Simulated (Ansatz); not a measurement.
Base system: GeTe (space group R3m, No. 160).

```yaml
crystal:
  lattice:
    - [2.11331, 1.22012, 3.63992]
    - [-2.11331, 1.22012, 3.63992]
    - [0.00000, -2.44024, 3.63992]
  atoms:
    - { symbol: Ge, position: [0.23423, 0.23423, 0.23423] }
    - { symbol: Te, position: [0.76577, 0.76577, 0.76577] }
```

Cartesian axes are those of the cell as printed.

(Cell as relaxed with PBE.)

Levels (all Ansatz, an electronic-structure program, PAW): PBE (420 eV, scalar-relativistic without spin-orbit coupling); r2SCAN (500 eV, no SOC).

Each level relaxes its own structure.

| base | PBE | r2SCAN |
|---|---|---|
| volume per atom | 28.16 Å³ | 27.99 Å³ |
| lattice parameter a | 7.987 bohr | 7.912 bohr |

It is then changed as follows: tensile biaxial strain of 3.06 % in the plane normal to [001], as in epitaxy on a mismatched substrate; the out-of-plane cell vector and the atoms relax.

```csv
quantity,PBE,r2SCAN
ratio −ε⊥/ε∥,0.92,(withheld)
mean in-plane stress (compression positive),-2.4 GPa,(withheld)
```

Problem. Predict the r2SCAN column.

Solution. 
- ratio −ε⊥/ε∥, r2SCAN: 0.99
- mean in-plane stress (compression positive), r2SCAN: -2.6 GPa

PBE's ratio −ε⊥/ε∥ lies 0.07 below r2SCAN's; PBE's in-plane stress lies 0.2 GPa above r2SCAN's. Neither level is exact; r2SCAN is the comparison here, not a measurement.

No phonon test of stability was made. No dispersion term is included, though the crystal is made of layers, chains or molecules, so its spacings can come out too wide.
